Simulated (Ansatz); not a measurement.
# FeO (P4_2/mmc) in Ansatz: a series of runs

The runs below take FeO through projected density of states, with PBEsol+U.

Program: Ansatz 0.2.0. These are calculated values, not measurements. Logs are shortened: lines on timing, memory, paths and dates and some standing lists are left out, and cuts for length are marked.

## Step 1: Starting point

It takes space group P4_2/mmc (No. 131, tetragonal). Conventional cell: a = 3.046 Å, b = 3.046 Å, c = 5.464 Å, α = 90.00°, β = 90.00°, γ = 90.00°. Fe (site symmetry mmm) is surrounded by 4 O at 2.05 Å. O (site symmetry -4m2) has 4 Fe at 2.05 Å as nearest neighbours.

The cell comes from a database or a generator and needn't be the stable form of this composition.

## Step 2: Projected density of states, PBEsol+U, collinear spin, ferromagnetic start

File input.yaml:

```yaml
crystal:
  lattice:
    - [3.0458920022, 0.0, 0.0]
    - [0.0, 3.0458920022, 0.0]
    - [0.0, 0.0, 5.464211507]
  atoms:
    - { symbol: Fe, position: [0.5, 0.0, 0.5], spin: 3.0 }
    - { symbol: Fe, position: [0.0, 0.5, 0.0], spin: 3.0 }
    - { symbol: O, position: [0.5, 0.5, 0.25] }
    - { symbol: O, position: [0.5, 0.5, 0.75] }
hamiltonian:
  xc: pbesol
  pseudopotentials: { kind: paw }
  hubbard: { sites: [{ species: Fe, l: d, u_eff: 5.0 }] }
magnetization:
  spin_polarized: true
kpoints:
  mp_grid: { grid: [9, 9, 5] }
scf:
  occupations: { method: fermi_dirac, width: 0.05 }
  n_extra_bands: 10
output:
  forces: true
  stress: true
  eigenvalues: true
  dos: { projected: true, de: 0.05, nscf_kmesh: { grid: [14, 14, 8] } }
```

Potentials or basis: Ansatz PAW.

The run is started by

```
$ ansatz run input.yaml --threads 2 --pin off --max-ram 5632MiB --backend cpu --events-out ev --progress --plain --runs-dir out
```

Output:

```text
Warning: RAYON_NUM_THREADS=2 ignored (pool sized by the plan → 2); use --threads N
Fe: projections on atomic orbitals take those of the free atom [Ne] 3s2 3p6 3d6 4s2, of charge +0.00 (hamiltonian.pseudopotentials.projection_atoms); the dataset's partial waves leave at most 1.1e-6 of an orbital's norm unspanned inside its sphere
O: projections on atomic orbitals take those of the free atom [He] 2s2 2p4, of charge +0.00 (hamiltonian.pseudopotentials.projection_atoms); the dataset's partial waves leave at most 1.9e-8 of an orbital's norm unspanned inside its sphere
scf.n_extra_bands = 10 over 22 filled bands (N_el = 44.0): the run solves 32 bands
Engine: ansatz 0.2.0, aarch64-unknown-linux-gnu
Pseudopotentials: kind: paw
Pseudopotential: Fe, paw, valence charge 16, recommended cutoff 420 eV (normal), Fe.paw.azcp
Pseudopotential: O, paw, valence charge 6, recommended cutoff 420 eV (normal), O.paw.azcp
Functional definition: PBEsol
  exchange = pbesol_x
  correlation = pbesol_c
Crystal: 4 atoms, lattice volume = 50.694 Å³
Basis set: ecut = 420 eV, 987 PW (Γ), exchange–correlation on 48×48×80 points (8 copies of the dense FFT grid, shifted against one another)
Bands: 32, of which v1, the nominal top of the filled ones, is band 22 counted from 1 (21 counted from 0)
Symmetry: 16 space group operations
Space group: P42/mmc (ITA 131), of the structure as read, at distance tolerance 3.7e-5 Å
Magnetic group: BNS 131.435 (UNI 1095), of the structure as read, at distance tolerance 3.7e-5 Å
k-points: 45 of 405
Non-local potential: Fe, projectors of the file, l = 0: 3, l = 1: 2, l = 2: 3, l = 3: 1
Non-local potential: O, projectors of the file, l = 0: 2, l = 1: 2, l = 2: 1
PAW form: soft (Blöchl's): semilocal exchange-correlation on the pseudo side does not see the compensation charge
PAW frozen core: Fe, regenerated for the run's functional, and the local potential with it (the file was generated under x = pbe(κ = 0.804, μ = 0.2195149727645171), c = pbe(β = 0.06672455060314922))
PAW frozen core: O, regenerated for the run's functional, and the local potential with it (the file was generated under x = pbe(κ = 0.804, μ = 0.2195149727645171), c = pbe(β = 0.06672455060314922))
PAW one-centre angular grid: Fe, 590 points (default); XC on 64 Gauss nodes
PAW one-centre angular grid: O, 110 points (default); XC on 64 Gauss nodes
Initial density: superposition of atomic densities (chi_scale 0.1, normalization cell, long waves kept (reshape's long-wave potential 0.00 eV rms))
Starting moments: Σ|m| = 6 μB on 2 of 4 sites
Initial wavefunctions: pseudopotential atomic-orbital guess
Functional: x = pbesol(κ = 0.804, μ = 0.12345679012345678), c = pbesol(β = 0.046)
SCF iter   1: F=—  HF=-10013.321493 eV  |F-HF|=—  |Δ(HF+E_count)|=         —  Δρ=1.19e-1 (↑1.19e-1 ↓1.17e-1)  dr2=2.54e1  dr2_m=1.64e-1  M=5.898 μB ∫|m|=5.901 μB  β_m=1.00  ethr=3.10e-3  ⟨swp⟩=5.3  Hψ=10265  notcnv=0  defer=20
preconditioner: auto → Kerker (q_TF=auto, 2.665 Å⁻¹)  [metal: Δε(μ)=0.005 eV  Ē_g=11.645 eV  σ=0.050 eV  W_gap=0.03  n_scr=16 (ndim 8)  ℏωp=27.6 eV  f_vac=0.000  D(μ)=7.81/eV (n_scr^D=132)]
spin=Collinear: Kerker preconditioning applied to the charge; magnetization (m = ρ↑ − ρ↓) channel mixes plain (no charge-response kernel on spin).
SCF iter   2: F=—  HF=-10011.390275 eV  |F-HF|=—  |Δ(HF+E_count)|=    1.93e0  Δρ=1.06e-1 (↑7.99e-2 ↓1.06e-1)  dr2=1.52e0  dr2_m=3.52e0  M=8.003 μB ∫|m|=8.095 μB  β_m=1.00  ethr=3.10e-3  ⟨swp⟩=3.0  Hψ=6690  notcnv=0  defer=222
SCF iter   3: F=—  HF=-10011.359145 eV  |F-HF|=—  |Δ(HF+E_count)|=   3.11e-2  Δρ=2.94e-2 (↑2.17e-2 ↓2.94e-2)  dr2=6.48e-1  dr2_m=2.05e-2  M=8.012 μB ∫|m|=8.156 μB  β_m=1.00  ethr=3.10e-3  ⟨swp⟩=2.6  Hψ=5164  notcnv=0  defer=226
SCF iter   4: F=—  HF=-10012.629623 eV  |F-HF|=—  |Δ(HF+E_count)|=    1.27e0  Δρ=2.85e-2 (↑1.96e-2 ↓2.85e-2)  dr2=7.44e-1  dr2_m=2.77e-2  M=8.003 μB ∫|m|=8.125 μB  β_m=0.30  ethr=1.47e-3  ⟨swp⟩=2.7  Hψ=6025  notcnv=0  defer=223
Mixer restart at iter 4: flushing history
spin-set hold released at iteration 4 (site moments contracting): the magnetisation degrees of freedom join the quasi-Newton model from the next iteration; the mixer history was flushed
SCF iter   5: F=—  HF=-10013.257741 eV  |F-HF|=—  |Δ(HF+E_count)|=   6.28e-1  Δρ=1.63e-2 (↑6.28e-3 ↓1.63e-2)  dr2=6.96e-2  dr2_m=3.31e-2  M=8.005 μB ∫|m|=8.118 μB  β_m=0.58  ethr=1.47e-3  ⟨swp⟩=2.7  Hψ=5301  notcnv=0  defer=229
SCF iter   6: F=—  HF=-10014.368537 eV  |F-HF|=—  |Δ(HF+E_count)|=    1.11e0  Δρ=1.12e-2 (↑5.46e-3 ↓1.12e-2)  dr2=6.71e-2  dr2_m=1.03e-2  M=8.000 μB ∫|m|=8.057 μB  β_m=0.66  ethr=1.58e-4  ⟨swp⟩=2.2  Hψ=5348  notcnv=0  defer=228
SCF iter   7: F=—  HF=-10014.446128 eV  |F-HF|=—  |Δ(HF+E_count)|=   7.76e-2  Δρ=3.29e-3 (↑3.29e-3 ↓2.34e-3)  dr2=4.11e-3  dr2_m=2.33e-3  M=8.000 μB ∫|m|=8.037 μB  β_m=0.71  ethr=1.52e-4  ⟨swp⟩=2.3  Hψ=6162  notcnv=0  defer=231
SCF iter   8: F=—  HF=-10014.451451 eV  |F-HF|=—  |Δ(HF+E_count)|=   5.32e-3  Δρ=1.92e-3 (↑7.05e-4 ↓1.92e-3)  dr2=2.77e-3  dr2_m=4.65e-4  M=8.000 μB ∫|m|=8.036 μB  β_m=0.81  ethr=9.34e-6  ⟨swp⟩=2.0  Hψ=5075  notcnv=0  defer=230
SCF iter   9: F=—  HF=-10014.452256 eV  |F-HF|=—  |Δ(HF+E_count)|=   8.04e-4  Δρ=9.47e-4 (↑4.76e-4 ↓9.47e-4)  dr2=4.11e-4  dr2_m=1.09e-4  M=8.000 μB ∫|m|=8.034 μB  β_m=0.91  ethr=6.30e-6  ⟨swp⟩=2.0  Hψ=3735  notcnv=0  defer=230
SCF iter  10: F=—  HF=-10014.453013 eV  |F-HF|=—  |Δ(HF+E_count)|=   7.57e-4  Δρ=5.88e-4 (↑1.62e-4 ↓5.88e-4)  dr2=8.63e-5  dr2_m=4.07e-5  M=8.000 μB ∫|m|=8.033 μB  β_m=0.95  ethr=9.34e-7  ⟨swp⟩=2.1  Hψ=4062  notcnv=0  defer=230
SCF iter  11: F=—  HF=-10014.453481 eV  |F-HF|=—  |Δ(HF+E_count)|=   4.68e-4  Δρ=3.78e-4 (↑1.33e-4 ↓3.78e-4)  dr2=5.78e-5  dr2_m=1.33e-5  M=8.000 μB ∫|m|=8.033 μB  β_m=0.98  ethr=1.96e-7  ⟨swp⟩=2.0  Hψ=4631  notcnv=0  defer=230
SCF iter  12: F=—  HF=-10014.453774 eV  |F-HF|=—  |Δ(HF+E_count)|=   2.94e-4  Δρ=1.28e-4 (↑1.27e-4 ↓1.28e-4)  dr2=1.76e-5  dr2_m=1.81e-6  M=8.000 μB ∫|m|=8.033 μB  β_m=0.99  ethr=1.31e-7  ⟨swp⟩=2.0  Hψ=4637  notcnv=0  defer=230
SCF iter  13: F=—  HF=-10014.453806 eV  |F-HF|=—  |Δ(HF+E_count)|=   3.13e-5  Δρ=4.00e-5 (↑3.28e-5 ↓4.00e-5)  dr2=2.53e-6  dr2_m=1.39e-7  M=8.000 μB ∫|m|=8.033 μB  β_m=0.99  ethr=4.00e-8  ⟨swp⟩=2.0  Hψ=4353  notcnv=0  defer=230
SCF iter  14: F=—  HF=-10014.453809 eV  |F-HF|=—  |Δ(HF+E_count)|=   3.14e-6  Δρ=1.93e-5 (↑1.93e-5 ↓1.87e-5)  dr2=5.59e-7  dr2_m=9.10e-9  M=8.000 μB ∫|m|=8.033 μB  β_m=1.00  ethr=5.75e-9  ⟨swp⟩=2.0  Hψ=4618  notcnv=0  defer=230
SCF iter  15: F=-10014.453809 eV  HF=-10014.453809 eV  |F-HF|=1.41e-8  |Δ(HF+E_count)|=   5.79e-8  Δρ=4.47e-6 (↑3.75e-6 ↓4.47e-6)  dr2=2.67e-8  dr2_m=1.56e-9  M=8.000 μB ∫|m|=8.033 μB  ethr=2.27e-10  ⟨swp⟩=8.3  Hψ=12550  notcnv=0
SCF 1 converged in 15 iterations: F = -10014.453809 eV  dr2 = 2.67e-8
Symmetry: 4 space group operations
k-points: 115 of 405
Initial density: read from a saved state, or passed on in memory by an earlier SCF of this step, an earlier step, the calling program or the single point that the run made first
Starting moments: Σ|m| = 6 μB on 2 of 4 sites; this step starts from the density that it was given
iter 1 solved again at ethr=1.21e-10 eV; its pass at ethr=2.27e-6 eV (dr2=5.32e-8 eV) is discarded
SCF iter   1: F=—  HF=-10014.453809 eV  |F-HF|=—  |Δ(HF+E_count)|=         —  Δρ=4.48e-6 (↑3.76e-6 ↓4.48e-6)  dr2=2.68e-8  dr2_m=1.56e-9  M=8.000 μB ∫|m|=8.033 μB  ethr=1.21e-10  ⟨swp⟩=1.0  Hψ=64606  notcnv=0
preconditioner: auto → none  [insulator: Δε(μ)=0.283 eV  Ē_g=12.777 eV  σ=0.050 eV  W_gap=0.86  n_scr=16 (ndim 8)  ℏωp=27.6 eV  f_vac=0.012  D(μ)=0.01/eV (n_scr^D=0)  ε∞_Penn≈5.7]
SCF iter   2: F=—  HF=-10014.452996 eV  |F-HF|=—  |Δ(HF+E_count)|=   8.13e-4  Δρ=3.80e-4 (↑2.87e-4 ↓3.80e-4)  dr2=9.57e-5  dr2_m=3.53e-6  M=8.000 μB ∫|m|=8.033 μB  ethr=2.27e-6  ⟨swp⟩=1.0  Hψ=29418  notcnv=0
SCF iter   3: F=—  HF=-10014.453806 eV  |F-HF|=—  |Δ(HF+E_count)|=   8.10e-4  Δρ=3.24e-5 (↑2.09e-5 ↓3.24e-5)  dr2=6.41e-7  dr2_m=6.09e-8  M=8.000 μB ∫|m|=8.033 μB  ethr=3.94e-7  ⟨swp⟩=1.0  Hψ=16097  notcnv=0
SCF iter   4: F=-10014.453809 eV  HF=-10014.453809 eV  |F-HF|=6.91e-11  |Δ(HF+E_count)|=   3.10e-6  Δρ=1.33e-6 (↑9.84e-7 ↓1.33e-6)  dr2=6.85e-10  dr2_m=2.20e-10  M=8.000 μB ∫|m|=8.033 μB  ethr=2.27e-10  ⟨swp⟩=1.0  Hψ=15642  notcnv=0
SCF 2 converged in 4 iterations: F = -10014.453809 eV  dr2 = 6.85e-10
an SCF along what the orbitals of the run's state read of its open shells (or to have them read: on a GPU, or by another smearing), with 12 of the crystal's symmetry operations given up (115 k-points in place of 45), reached no lower state that the run goes on to. This is no proof of a minimum
WARN: an SCF from antiferromagnetic starting moments (-3.73, 3.73, 0.00, 0.00 Bohr magnetons, atom by atom) was not made, by what the run has read of turns of its moments that order reads lower: the deck asks for what bars it, or types moments that do (magnetization.spin_polarized, in the input reference, names some of the keys), or the run goes by scf.lower_state_search: light, the default, which as a rule tries one only behind a close that has lost an order of both signs, or on which an open d or half-filled 4f shell of a PAW file has lost a moment that was set nearer to Hund's than to what is left; or, under a Hubbard U, one that names an f shell that the input leaves bare beside given moments, or a larger moment for a shell of low spin that is given one. standard, with a start from the atoms, tries one behind each close (in a relaxation, ahead of its steps or at their end). To set out from that order, type those moments (crystal.atoms[].spin; where shells were raised to Hund's moment, beside crystal.symmetry.detect: false) under scf.lower_state_search: light. The bands of the close that named these starting moments, or of the one ahead of a search that led to it (under cold or Methfessel-Paxton smearing those of the Gaussian ahead of it) read a cost of -135.82 meV for the turn to them, carried on from a small turn (-135.82 by the pairs of d shells alone)
NSCF: frozen V_eff on 180 k-points
SCF converged after 15 iterations
Magnetization: 8.0000 μB (26.0000 up, 18.0000 down)
Absolute magnetization: 8.0331 μB (∫|ρ↑−ρ↓|, with the PAW one-centre terms)
Spin contamination: 0.0232 ħ² per cell (⟨S²⟩ above its minimum at these occupations)
Per-site moments (μB) at R_I (Å): [(3.4174971641414813, 0.8439093708699928), (3.4174971641414813, 0.843909370869993), (0.1696091034499614, 0.843909370869993), (0.1696091034499612, 0.8439093708699928)]
Free energy (F): -10014.453809 eV
Harris-Foulkes:  -10014.453809 eV  (|F-HF|=1.41e-8)
Internal energy: -10014.453694 eV  (E = F + TS)
E sigma→0 (E₀):  -10014.453751 eV
Entropy (-TS):   -0.000115 eV (-0.029 meV/atom)
Fermi energy:    10.352475 eV
--- Per-component energies (eV) ---
  E_band       = -732.844926
  E_kinetic    = 1023.092755
  E_local      = -6114.368915  (includes V_loc(G=0)·N_el)
  E_nonlocal   = 561.531147
  E_hartree    = 2489.543305
  E_xc         = -370.024659
  E_vxc        = -476.641143  (∫ρ·V_xc dr)
  E_hubbard    = 1.775089  (on-site DFT+U / exact-exchange correction)
  E_vhub       = -27.273808  (the Hubbard potential's part of the band-sum identity)
  E_paw        = -2983.657228  (= ΣΔE_a)
  E_vpaw       = -678.284080  (= ΣTr[D̂ρ^β])
  E_aug_tail   = 0.005951  (compensation charges beyond the density's cutoff)
  E_ewald      = -4622.780117
  E_core_change = 0.428979  (= ΣΔE_core)
  E_smearing   = -0.000115  (= −TS)
  E_closure    = 0.000000  (closes the sum)
  Σ components = -10014.453809   (vs F -10014.453809, Δ=0.00e0)
--- Forces (eV/Å), atoms counted from 1 ---
  atom   1  Fe     0.00000000    -0.00000000    -0.00000000
  atom   2  Fe     0.00000000     0.00000000     0.00000000
  atom   3  O      0.00000000     0.00000000    -0.00000000
  atom   4  O     -0.00000000     0.00000000     0.00000000
  max |Σ_I F_I| component: 1.59e-28 eV/Å
--- Stress (GPa, compression-positive) ---
       -1.554325       0.000000       0.000000
        0.000000      -1.554325       0.000000
        0.000000       0.000000      -4.290835
  P = ⅓ Tr σ = -2.4665 GPa (-24.665 kbar)
--- Band table (eV; the first three rows and the last of 90) ---
  k-point 0 ↑: bands = ["-79.4655", "-79.4649", "-46.0015", "-46.0015", "-45.9408", "-45.9269", "-44.9231", "-44.9231", "-9.1077", "-7.9741", "1.2747", "2.6117", "2.6117", "3.3269", "4.3363", "4.3676", "4.3676", "4.4018", "4.4887", "4.5563", "5.9569", "6.8775", "6.8775", "7.4929", "9.7049", "9.7049", "10.4544", "14.6542", "16.5175", "22.3215", "23.3415", "23.3415"]
  k-point 1 ↑: bands = ["-79.4654", "-79.4649", "-46.0015", "-46.0015", "-45.9395", "-45.9282", "-44.9231", "-44.9231", "-9.0149", "-8.1021", "1.5294", "2.6523", "2.6523", "3.2270", "4.2263", "4.2263", "4.3879", "4.4100", "4.4803", "4.5492", "5.9078", "6.9768", "7.1168", "7.1168", "9.5379", "9.5379", "11.0256", "14.0478", "17.4094", "22.3995", "22.8020", "23.4988"]
  k-point 2 ↑: bands = ["-79.4652", "-79.4650", "-46.0015", "-46.0015", "-45.9360", "-45.9317", "-44.9231", "-44.9231", "-8.7592", "-8.4131", "2.1647", "2.7290", "2.7290", "2.8386", "4.0111", "4.0111", "4.4316", "4.4585", "4.4933", "4.5443", "5.8896", "6.2221", "7.5515", "7.5515", "9.1962", "9.1962", "12.0638", "13.0893", "19.1165", "21.0744", "22.6479", "23.0831"]
  k-point 44 ↓: bands = ["-75.2316", "-75.2316", "-41.5847", "-41.5818", "-41.5358", "-41.5356", "-41.3636", "-41.3622", "-7.5932", "-7.4782", "4.9659", "4.9831", "5.5241", "5.6761", "5.8732", "6.2072", "9.1326", "9.1879", "12.0121", "12.1518", "12.8447", "12.8865", "13.2263", "13.2325", "13.5879", "13.9193", "14.2543", "15.0856", "20.7868", "20.8806", "21.3743", "21.5173"]
Occupation matrices written to <dir>
```

Run time: 44 s. Hardware: 2 threads of Arm Neoverse V2, shared host; peak memory 1.2 GiB.

What came out:

```
Free energy            : -10014.4538 eV
Pressure               : -2.5 GPa
Band gap on the k mesh : 0.28 eV, indirect (least direct gap 0.75 eV)
Net moment             : 8.00 μB per cell
Absolute moment        : 8.03 μB per cell
Site moments           : Fe +3.42; O +0.17 μB
```

States per cell in windows of 0.5 eV (zero at the valence-band top; states under -8 eV left out):
| from (eV) | up | down | Fe 3d down | Fe 3d up | O 2p down | O 2p up | Fe 4s up | Fe 4s down |
| --- | --- | --- | --- | --- | --- | --- | --- | --- |
| -8.0 | 1.74 | 0.00 | 0.00 | 1.23 | 0.00 | 0.47 | 0.04 | 0.00 |
| -7.5 | 1.05 | 0.00 | 0.00 | 0.78 | 0.00 | 0.24 | 0.02 | 0.00 |
| -7.0 | 1.17 | 0.06 | 0.01 | 0.90 | 0.04 | 0.24 | 0.02 | 0.01 |
| -6.5 | 2.36 | 0.26 | 0.03 | 2.16 | 0.18 | 0.17 | 0.01 | 0.03 |
| -6.0 | 1.99 | 0.69 | 0.09 | 1.87 | 0.51 | 0.09 | 0.01 | 0.07 |
| -5.5 | 1.14 | 0.80 | 0.11 | 0.90 | 0.59 | 0.17 | 0.04 | 0.07 |
| -5.0 | 0.25 | 0.77 | 0.10 | 0.13 | 0.62 | 0.10 | 0.02 | 0.03 |
| -4.5 | 0.87 | 1.08 | 0.18 | 0.32 | 0.85 | 0.41 | 0.11 | 0.02 |
| -4.0 | 1.22 | 1.32 | 0.36 | 0.37 | 0.92 | 0.71 | 0.09 | 0.03 |
| -3.5 | 0.83 | 0.92 | 0.36 | 0.22 | 0.50 | 0.56 | 0.03 | 0.04 |
| -3.0 | 1.02 | 0.93 | 0.31 | 0.21 | 0.57 | 0.75 | 0.03 | 0.04 |
| -2.5 | 0.30 | 0.33 | 0.21 | 0.08 | 0.08 | 0.19 | 0.01 | 0.03 |
| -2.0 | 0.41 | 0.29 | 0.22 | 0.10 | 0.04 | 0.28 | 0.01 | 0.02 |
| -1.5 | 0.44 | 0.47 | 0.38 | 0.10 | 0.06 | 0.32 | 0.01 | 0.02 |
| -1.0 | 0.64 | 0.07 | 0.06 | 0.13 | 0.01 | 0.49 | 0.00 | 0.00 |
| -0.5 | 0.08 | 0.00 | 0.00 | 0.02 | 0.00 | 0.06 | 0.00 | 0.00 |
| 0.0 | 0.00 | 0.00 | 0.00 | 0.00 | 0.00 | 0.00 | 0.00 | 0.00 |
| 0.5 | 0.02 | 0.00 | 0.00 | 0.00 | 0.00 | 0.00 | 0.01 | 0.00 |
| 1.0 | 0.03 | 0.01 | 0.00 | 0.00 | 0.00 | 0.01 | 0.01 | 0.00 |
| 1.5 | 0.06 | 0.23 | 0.18 | 0.00 | 0.01 | 0.01 | 0.02 | 0.02 |
| 2.0 | 0.11 | 1.36 | 1.16 | 0.01 | 0.03 | 0.02 | 0.04 | 0.07 |
| 2.5 | 0.23 | 2.62 | 2.33 | 0.01 | 0.10 | 0.04 | 0.08 | 0.08 |
| 3.0 | 0.53 | 2.66 | 2.34 | 0.01 | 0.13 | 0.08 | 0.14 | 0.07 |
| 3.5 | 0.16 | 1.02 | 0.68 | 0.01 | 0.14 | 0.03 | 0.06 | 0.05 |
| 4.0 | 0.48 | 0.88 | 0.53 | 0.01 | 0.18 | 0.09 | 0.23 | 0.05 |
| 4.5 | 0.33 | 0.29 | 0.09 | 0.01 | 0.06 | 0.05 | 0.16 | 0.07 |
| 5.0 | 0.05 | 0.49 | 0.07 | 0.00 | 0.09 | 0.01 | 0.02 | 0.19 |
| 5.5 | 0.03 | 0.41 | 0.04 | 0.00 | 0.06 | 0.00 | 0.01 | 0.17 |
| 6.0 | 0.09 | 0.04 | 0.00 | 0.00 | 0.00 | 0.01 | 0.03 | 0.02 |
| 6.5 | 0.13 | 0.05 | 0.00 | 0.00 | 0.00 | 0.01 | 0.03 | 0.02 |
| 7.0 | 0.17 | 0.11 | 0.00 | 0.00 | 0.01 | 0.01 | 0.03 | 0.03 |
| 7.5 | 0.19 | 0.15 | 0.00 | 0.00 | 0.01 | 0.01 | 0.03 | 0.03 |

Eigenvalues of the final occupation matrices:
| site | spin | trace | eigenvalues |
| --- | --- | --- | --- |
| site 1 | 1 | 4.96 | 0.97 0.99 1.00 1.00 1.00 |
| site 1 | 2 | 1.21 | 0.03 0.03 0.05 0.18 0.93 |
| site 2 | 1 | 4.96 | 0.97 0.99 1.00 1.00 1.00 |
| site 2 | 2 | 1.21 | 0.03 0.03 0.05 0.18 0.93 |

Caveat: the magnetic or orbital state may not be the lowest; odd divisions of the mesh miss points on the zone boundary, where band edges often lie, so the gap on the mesh can be too wide; the pressure holds a Pulay correction of +0.5 GPa for the finite cutoff; only a ferromagnetic start was run, and an antiferromagnetic order may lie lower in energy; the PAW data sets come from PBE, with cores solved anew for the run's functional, which leaves a small shift of forces and pressure; the density of states is complete only up to the lowest level of the last band computed. The state reached can hang on the start; a lower one may exist.

[end of part 1 of 2]
